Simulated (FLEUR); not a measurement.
# AgCl (Chlorargyrite) (Fm-3m) in FLEUR: notebook

The runs below take AgCl (Chlorargyrite) through band structure, equation of state, with BLYP.

Program: FLEUR MaX-R8.1 (later development tree). These are calculated values, not measurements. Logs are shortened: lines on timing, memory, paths and dates and some standing lists are left out, and cuts for length are marked.

**Measured values to compare with.**

From a printed reference work, data compilation, for a bulk crystal of AgCl: band gap 3.249 eV (indirect).

The results are compared with them further down.

## 1. Starting point

It takes space group Fm-3m (No. 225, cubic). Conventional cell: a = 5.470 Å, b = 5.470 Å, c = 5.470 Å, α = 90.00°, β = 90.00°, γ = 90.00°. Ag (site symmetry m-3m) is surrounded by 6 Cl at 2.73 Å. Around Cl (site symmetry m-3m) lie 6 Ag at 2.73 Å.

## 2. Band structure, BLYP

File inp.xml:

```xml
<?xml version="1.0" encoding="UTF-8" standalone="no"?>
<fleurInput fleurInputVersion="0.39">
   <comment>
      AgCl                                                                                                
   </comment>
   <calculationSetup>
      <cutoffs Kmax="4.78" Gmax="14.8" GmaxXC="14.8" numbands="0"/>
      <scfLoop itmax="60" minDistance="0.00001" maxIterBroyd="15" imix="Anderson" alpha="0.05" precondParam="0.0" spinf="2.0" sdNocoIR="T"/>
      <coreElectrons ctail="T" frcor="F" kcrel="0" coretail_lmax="0"/>
      <xcFunctional name="LibXC" relativisticCorrections="F">
         <LibXCName exchange="gga_x_b88" correlation="gga_c_lyp"/>
      </xcFunctional>
      <magnetism jspins="1"/>
      <soc l_soc="F" theta="0.0" phi="0.0" spav="F"/>
      <expertModes spex="0" secvar="F"/>
      <geometryOptimization l_f="F" forcealpha="1.0" forcemix="BFGS" epsdisp="0.00001" epsforce="0.00001"/>
      <ldaU l_linMix="F" mixParam="0.05" spinf="1.0"/>
   </calculationSetup>
   <cell>
      <bzIntegration valenceElectrons="26.0" mode="hist" fermiSmearingEnergy="0.00183747">
         <kPointListSelection listName="default-1"/>
         <!-- k-points included here -->
         <xi:include xmlns:xi="http://www.w3.org/2001/XInclude" href="kpts.xml"> </xi:include>
      </bzIntegration>
[... 32 lines left out ...]
            <stateOccupation state="(3p1/2)" spinUp="0.833333" spinDown="0.833333"/>
            <stateOccupation state="(3p3/2)" spinUp="1.666667" spinDown="1.666667"/>
         </electronConfig>
         <energyParameters s="3" p="3" d="3" f="4"/>
         <lo type="SCLO" l="0" n="3" eDeriv="2"/>
         <lo type="SCLO" l="1" n="3" eDeriv="2"/>
         <lo type="SCLO" l="2" n="3" eDeriv="2"/>
         <lo type="SCLO" l="3" n="4" eDeriv="2"/>
      </species>
   </atomSpecies>
   <atomGroups>
      <atomGroup species="Silver (Ag)">
         <relPos label="                   1">.0000000000 .0000000000 .0000000000</relPos>
         <force calculate="T" relaxXYZ="TTT"/>
      </atomGroup>
      <atomGroup species="Chlorine (Cl)">
         <relPos label="                   2">1.000/2.000 1.000/2.000 1.000/2.000</relPos>
         <force calculate="T" relaxXYZ="TTT"/>
      </atomGroup>
   </atomGroups>
   <output dos="F" band="F" slice="F">
      <checks vchk="F" cdinf="F"/>
      <bandDOS minEnergy="-.5*Htr" maxEnergy="0.5*Htr" sigma="0.015" storeEVData="T"/>
      <vacuumDOS vacdos="F" integ="F" star="F" nstars="0" locx1="0.0" locy1="0.0" locx2="0.0" locy2="0.0" nstm="0" tworkf="0.0"/>
      <unfoldingBand unfoldBand="F" supercellX="1" supercellY="1" supercellZ="1"/>
      <plotting iplot="0" polar="F">
         <plot TwoD="T" vec1="  1.0  0.0  0.0" vec2="  0.0  1.0  0.0" vec3="  0.0  0.0  1.0" zero="  0.0  0.0  0.0" file="plot"/>
      </plotting>
      <chargeDensitySlicing numkpt="0" minEigenval="0.0" maxEigenval="0.0" nnne="0" pallst="F"/>
      <specialOutput eonly="F"/>
      <moessbauerParams electricFieldGradient="T" isomerShift="T" coreHyperfine="T" valenceHyperfine="T"/>
      <magneticCircularDichroism mcd="F" energyLo="-10.0" energyUp="0.0"/>
   </output>
  <!-- We include the file relax.xml here to enable relaxations (see documentation) -->
  <xi:include xmlns:xi="http://www.w3.org/2001/XInclude" href="relax.xml"> <xi:fallback/> </xi:include>
</fleurInput>
```

File crystal.txt:

```
AgCl
&input cartesian=F /
0.0000000000  2.7350000000  2.7350000000
2.7350000000  0.0000000000  2.7350000000
2.7350000000  2.7350000000  0.0000000000
1.8897261246
1.0 1.0 1.0

2
47 0.0000000000  0.0000000000  0.0000000000
17 0.5000000000  0.5000000000  0.5000000000

&kpt div1=8 div2=8 div3=8 gamma=T /
```

File inp.xml (bands):

```
<?xml version="1.0" encoding="UTF-8" standalone="no"?>
<fleurInput fleurInputVersion="0.39">
   <comment>
      AgCl                                                                                                
   </comment>
   <calculationSetup>
      <cutoffs Kmax="4.78" Gmax="14.8" GmaxXC="14.8" numbands="0"/>
      <scfLoop itmax="60" minDistance="0.00001" maxIterBroyd="15" imix="Anderson" alpha="0.05" precondParam="0.0" spinf="2.0" sdNocoIR="T"/>
      <coreElectrons ctail="T" frcor="F" kcrel="0" coretail_lmax="0"/>
      <xcFunctional name="LibXC" relativisticCorrections="F">
         <LibXCName exchange="gga_x_b88" correlation="gga_c_lyp"/>
      </xcFunctional>
      <magnetism jspins="1"/>
      <soc l_soc="F" theta="0.0" phi="0.0" spav="F"/>
      <expertModes spex="0" secvar="F"/>
      <geometryOptimization l_f="F" forcealpha="1.0" forcemix="BFGS" epsdisp="0.00001" epsforce="0.00001"/>
      <ldaU l_linMix="F" mixParam="0.05" spinf="1.0"/>
   </calculationSetup>
   <cell>
      <bzIntegration valenceElectrons="26.0" mode="hist" fermiSmearingEnergy="0.00183747">
         <kPointListSelection listName="path-1"/>
         <!-- k-points included here -->
         <xi:include xmlns:xi="http://www.w3.org/2001/XInclude" href="kpts.xml"> </xi:include>
      </bzIntegration>
      <!-- symmetry operations included here -->
[... 32 lines left out ...]
            <stateOccupation state="(3p3/2)" spinUp="1.666667" spinDown="1.666667"/>
         </electronConfig>
         <energyParameters s="3" p="3" d="3" f="4"/>
         <lo type="SCLO" l="0" n="3" eDeriv="2"/>
         <lo type="SCLO" l="1" n="3" eDeriv="2"/>
         <lo type="SCLO" l="2" n="3" eDeriv="2"/>
         <lo type="SCLO" l="3" n="4" eDeriv="2"/>
      </species>
   </atomSpecies>
   <atomGroups>
      <atomGroup species="Silver (Ag)">
         <relPos label="                   1">.0000000000 .0000000000 .0000000000</relPos>
         <force calculate="T" relaxXYZ="TTT"/>
      </atomGroup>
      <atomGroup species="Chlorine (Cl)">
         <relPos label="                   2">1.000/2.000 1.000/2.000 1.000/2.000</relPos>
         <force calculate="T" relaxXYZ="TTT"/>
      </atomGroup>
   </atomGroups>
   <output dos="F" band="T" slice="F">
      <checks vchk="F" cdinf="F"/>
      <bandDOS minEnergy="-.5*Htr" maxEnergy="0.5*Htr" sigma="0.015" storeEVData="T"/>
      <vacuumDOS vacdos="F" integ="F" star="F" nstars="0" locx1="0.0" locy1="0.0" locx2="0.0" locy2="0.0" nstm="0" tworkf="0.0"/>
      <unfoldingBand unfoldBand="F" supercellX="1" supercellY="1" supercellZ="1"/>
      <plotting iplot="0" polar="F">
         <plot TwoD="T" vec1="  1.0  0.0  0.0" vec2="  0.0  1.0  0.0" vec3="  0.0  0.0  1.0" zero="  0.0  0.0  0.0" file="plot"/>
      </plotting>
      <chargeDensitySlicing numkpt="0" minEigenval="0.0" maxEigenval="0.0" nnne="0" pallst="F"/>
      <specialOutput eonly="F"/>
      <moessbauerParams electricFieldGradient="T" isomerShift="T" coreHyperfine="T" valenceHyperfine="T"/>
      <magneticCircularDichroism mcd="F" energyLo="-10.0" energyUp="0.0"/>
   </output>
  <!-- We include the file relax.xml here to enable relaxations (see documentation) -->
  <xi:include xmlns:xi="http://www.w3.org/2001/XInclude" href="relax.xml"> <xi:fallback/> </xi:include>
</fleurInput>
```

Potentials or basis: all-electron, FLAPW.

Started as:

```console
inpgen -f crystal.txt -profile fastHighL
# inp.xml edited to the form shown
fleur_MPI
fleur_MPI   # second run, on inp.xml (bands)
```

The log of the run:

```text
Welcome to FLEUR        (www.flapw.de)
      MaX-Release 8.1          (www.max-centre.eu)
 func_ids         131         106         131         106
The functional 'Becke 88' is an exchange functional, it belongs to the 'GGA' family and is defined in the reference(s):
[1] A. D. Becke.,  Phys. Rev. A 38, 3098 (1988)
The functional 'Lee, Yang & Parr' is a correlation functional, it belongs to the 'GGA' family and is defined in the reference(s):
[1] C. Lee, W. Yang, and R. G. Parr.,  Phys. Rev. B 37, 785 (1988)
[2] B. Miehlich, A. Savin, H. Stoll, and H. Preuss.,  Chem. Phys. Lett. 157, 200 (1989)
 Using same functional for VXC and EXC

 ========== k-point set info ==========
 Selected k-point list: default-1
 k-point list type: mesh
 8 x 8 x 8
 Number of k points: 29

 ------------Calculation Setup---------------------------
 Number of MPI-tasks      :            1
 Number of PE/node        :            1
 Number of OMP-threads    :            1
 Most efficient MPI parallelization for:
           1          29
 Additional eigenvalue parallelization possible
 Number of basis functions:          601
 Approximate size of matrices (H+S) per k-point:         0.005 GB
 --------------------------------------------------------
 Iteration:     1   Distance:      21.81491567 me/bohr^3
 Iteration:     2   Distance:      20.54330104 me/bohr^3
 Iteration:     3   Distance:       6.68461600 me/bohr^3
 Iteration:     4   Distance:       1.99031432 me/bohr^3
 Iteration:     5   Distance:       1.66138279 me/bohr^3
 Iteration:     6   Distance:       0.19175780 me/bohr^3
 Iteration:     7   Distance:       0.19216825 me/bohr^3
 Iteration:     8   Distance:       0.03070558 me/bohr^3
 Iteration:     9   Distance:       0.01873830 me/bohr^3
 Iteration:    10   Distance:       0.00206498 me/bohr^3
 Iteration:    11   Distance:       0.00055144 me/bohr^3
 Iteration:    12   Distance:       0.00041552 me/bohr^3
 Iteration:    13   Distance:       0.00003864 me/bohr^3
 Iteration:    14   Distance:       0.00001612 me/bohr^3
 Iteration:    15   Distance:       0.00001002 me/bohr^3
 Iteration:    16   Distance:       0.00000864 me/bohr^3

 ********************************************************************
 Run finished successfully
 Stop message:
   all done
 ********************************************************************
```

It took 49 s on 1 thread of Arm Neoverse V2, shared host; peak memory 0.08 GiB.

What came out:

```
Free energy                                           : -157270.6064 eV
Band gap on the k mesh                                : 0.96 eV, indirect (least direct gap 3.36 eV)
Band gap along the path                               : 0.96 eV, indirect (least direct gap 3.19 eV)
Valence electrons inside the program's atomic spheres : Ag 17.94; Cl 5.23 (radii Ag 2.66, Cl 2.05 bohr)
```

Levels at the corners of the path, in eV from the valence-band top:
| point | band 11 | band 12 | band 13 | band 14 | band 15 | band 16 |
| --- | --- | --- | --- | --- | --- | --- |
| Γ | -2.45 | -2.45 | -2.45 | 0.96 | 10.84 | 10.84 |
| X | -2.11 | -2.11 | -1.99 | 2.26 | 8.17 | 8.93 |
| W | -2.11 | -2.09 | -1.29 | 4.19 | 8.06 | 8.06 |
| K | -1.98 | -1.77 | -1.13 | 3.55 | 7.41 | 8.34 |
| Γ | -2.45 | -2.45 | -2.45 | 0.96 | 10.84 | 10.84 |
| L | -1.90 | 0.00 | 0.00 | 4.31 | 6.69 | 7.60 |
| U | -1.98 | -1.77 | -1.13 | 3.55 | 7.41 | 8.34 |
| W | -2.11 | -2.09 | -1.29 | 4.19 | 8.06 | 8.06 |
| L | -1.90 | 0.00 | 0.00 | 4.31 | 6.69 | 7.60 |
| K | -1.98 | -1.77 | -1.13 | 3.55 | 7.41 | 8.34 |
| U | -1.98 | -1.77 | -1.13 | 3.55 | 7.41 | 8.34 |
| X | -2.11 | -2.11 | -1.99 | 2.26 | 8.17 | 8.93 |

Core levels (eV from the Fermi level):
```
atom                                                                                                                             levels
1 Ag  1s1/2 -25315.0, 2s1/2 -3722.0, 2p1/2 -3458.8, 2p3/2 -3283.4, 3s1/2 -677.9, 3p1/2 -573.2, 3p3/2 -542.3, 3d3/2 -356.8, 3d5/2 -350.6
2 Cl                                                                            1s1/2 -2745.8, 2s1/2 -245.9, 2p1/2 -186.2, 2p3/2 -184.5
```

## 3. Equation of state, BLYP, 19.23 Å³/atom (volume scaled by 0.94)

Changes to inp.xml since step 2:

```diff
@@ -6,3 +6,3 @@
    <calculationSetup>
-      <cutoffs Kmax="4.78" Gmax="14.8" GmaxXC="14.8" numbands="0"/>
+      <cutoffs Kmax="4.92" Gmax="15.3" GmaxXC="15.3" numbands="0"/>
       <scfLoop itmax="60" minDistance="0.00001" maxIterBroyd="15" imix="Anderson" alpha="0.05" precondParam="0.0" spinf="2.0" sdNocoIR="T"/>
@@ -26,3 +26,3 @@
       <xi:include xmlns:xi="http://www.w3.org/2001/XInclude" href="sym.xml"> </xi:include>
-      <bulkLattice scale="1.0">
+      <bulkLattice scale="0.9795861087">
          <bravaisMatrix>
@@ -36,3 +36,3 @@
       <species name="Silver (Ag)" element="Ag" atomicNumber="47">
-         <mtSphere radius="2.66" gridPoints="879" logIncrement="0.015"/>
+         <mtSphere radius="2.65" gridPoints="879" logIncrement="0.015"/>
          <atomicCutoffs lmax="11" lnonsphr="8"/>
@@ -51,3 +51,3 @@
       <species name="Chlorine (Cl)" element="Cl" atomicNumber="17">
-         <mtSphere radius="2.05" gridPoints="677" logIncrement="0.017"/>
+         <mtSphere radius="1.99" gridPoints="677" logIncrement="0.017"/>
          <atomicCutoffs lmax="8" lnonsphr="6"/>
```

Potentials or basis: all-electron, FLAPW.

Started as:

```console
inpgen -f crystal.txt -profile fastHighL
# inp.xml edited to the form shown
fleur_MPI
```

Run time: 42 s. Hardware: 1 thread of Arm Neoverse V2, shared host; peak memory 0.08 GiB.

It converged, with:

```yaml
Free_energy: -157270.4494 eV
Band_gap_on_the_k_mesh: 1.00 eV, indirect (least direct gap 3.63 eV)
Valence_electrons_inside_the_program's_atomic_spheres: Ag 17.99; Cl 5.06 (radii Ag 2.65, Cl 1.99 bohr)
```

## 4. Equation of state, BLYP, 20.46 Å³/atom

Changes to inp.xml since step 3:

```diff
@@ -26,3 +26,3 @@
       <xi:include xmlns:xi="http://www.w3.org/2001/XInclude" href="sym.xml"> </xi:include>
-      <bulkLattice scale="0.9795861087">
+      <bulkLattice scale="1.0000000000">
          <bravaisMatrix>
```

Started as:

```console
inpgen -f crystal.txt -profile fastHighL
# inp.xml edited to the form shown
fleur_MPI
```

It took 44 s on 1 thread of Arm Neoverse V2, shared host; peak memory 0.09 GiB.

Results (log left out):

| Quantity | Value |
| --- | --- |
| Free energy | -157270.6066 eV |
| Band gap on the k mesh | 0.97 eV, indirect (least direct gap 3.37 eV) |
| Valence electrons inside the program's atomic spheres | Ag 17.92; Cl 5.03 (radii Ag 2.65, Cl 1.99 bohr) |

## 5. Equation of state, BLYP, 21.28 Å³/atom (volume scaled by 1.04)

Changes to inp.xml since step 4:

```diff
@@ -26,3 +26,3 @@
       <xi:include xmlns:xi="http://www.w3.org/2001/XInclude" href="sym.xml"> </xi:include>
-      <bulkLattice scale="1.0000000000">
+      <bulkLattice scale="1.0131594038">
          <bravaisMatrix>
```

Started as:

```console
inpgen -f crystal.txt -profile fastHighL
# inp.xml edited to the form shown
fleur_MPI
```

It took 57 s on 1 thread of Arm Neoverse V2, shared host; peak memory 0.09 GiB.

It converged, with:

- Free energy: -157270.6740 eV
- Band gap on the k mesh: 0.98 eV, indirect (least direct gap 3.24 eV)
- Valence electrons inside the program's atomic spheres: Ag 17.88; Cl 5.02 (radii Ag 2.65, Cl 1.99 bohr)

## 6. Equation of state, BLYP, 21.69 Å³/atom (volume scaled by 1.06)

Changes to inp.xml since step 5:

```diff
@@ -26,3 +26,3 @@
       <xi:include xmlns:xi="http://www.w3.org/2001/XInclude" href="sym.xml"> </xi:include>
-      <bulkLattice scale="1.0131594038">
+      <bulkLattice scale="1.0196128224">
          <bravaisMatrix>
```

Potentials or basis: all-electron, FLAPW.

Started as:

```console
inpgen -f crystal.txt -profile fastHighL
# inp.xml edited to the form shown
fleur_MPI
```

It took 52 s on 1 thread of Arm Neoverse V2, shared host; peak memory 0.09 GiB.

It converged, with:

```
Free energy                                           : -157270.6987 eV
Band gap on the k mesh                                : 0.98 eV, indirect (least direct gap 3.18 eV)
Valence electrons inside the program's atomic spheres : Ag 17.87; Cl 5.02 (radii Ag 2.65, Cl 1.99 bohr)
```

## 7. Comparison with measurements

Step 2. A measured gap of AgCl is 3.249 eV (indirect; a printed reference work, data compilation); the calculated 0.96 eV misses it by -2.29 eV. So large a miss can be the level of theory's own, or it may mean another phase, state or a wrong row. Spin-orbit coupling on Ag is left out. The value is that of BLYP, without temperature or zero-point motion. Semilocal functionals fall short of measured gaps as a rule.
